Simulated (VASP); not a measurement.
Set up this calculation in VASP 6.6.1, as the native input.

```yaml
Task: single point
Functional: PBE
Potentials_or_basis: VASP PAW PBE potentials, release 64 (B)
Cutoff: 520 eV
k_mesh: 16 × 9 × 7
Occupations: fermi-dirac, width 0.05 eV
Spin: no spin polarisation
Further_INCAR_settings: ALGO = Normal; EDIFF = 1e-07; NBANDS = 10
```

The structure of B lies in POSCAR:

```
B
1.0
    1.6245600000      0.0000000000      0.0000000000
    0.0000000000      2.8661500000      0.0000000000
    0.0000000000      0.0000000000      3.9144000000
B
2
Direct
    0.0000000000      0.5000000000      0.6092600000
    0.5000000000      0.0000000000      0.3907400000
```

The cell was built by a generator and needn't be a form met in nature.

One way to write it, as run:

INCAR

```
SYSTEM = B
ALGO = Normal ; EDIFF = 1E-7
ENCUT = 520 ; GGA = PE
ISIF = 2 ; ISMEAR = -1
LASPH = .TRUE. ; LCHARG = .FALSE.
LREAL = .FALSE. ; LWAVE = .FALSE.
NBANDS = 10 ; NELM = 60
PREC = Accurate ; SIGMA = 0.05
```

KPOINTS

```
k-points
0
G
  16 9 7
  0 0 0
```

Potentials or basis: VASP PAW PBE potentials, release 64 (B).

Command:

```console
$ cat potpaw_PBE.64/B/POTCAR > POTCAR
$ mpirun -np 1 vasp_std > vasp.out
```

Results of the run:

- Pressure: 0.1 GPa
- Largest force: 0.006 eV/Å
- Band gap on the k mesh: none (metal or under the smearing width)

Caveat: this functional lacks dispersion, which binds the layers, so the pressure and a relaxed spacing across them are unreliable.

Run time: 7.8 s on 1 thread of Intel(R) Xeon(R) 6975P-C (Granite Rapids) (shared host), peak memory 0.14 GiB.
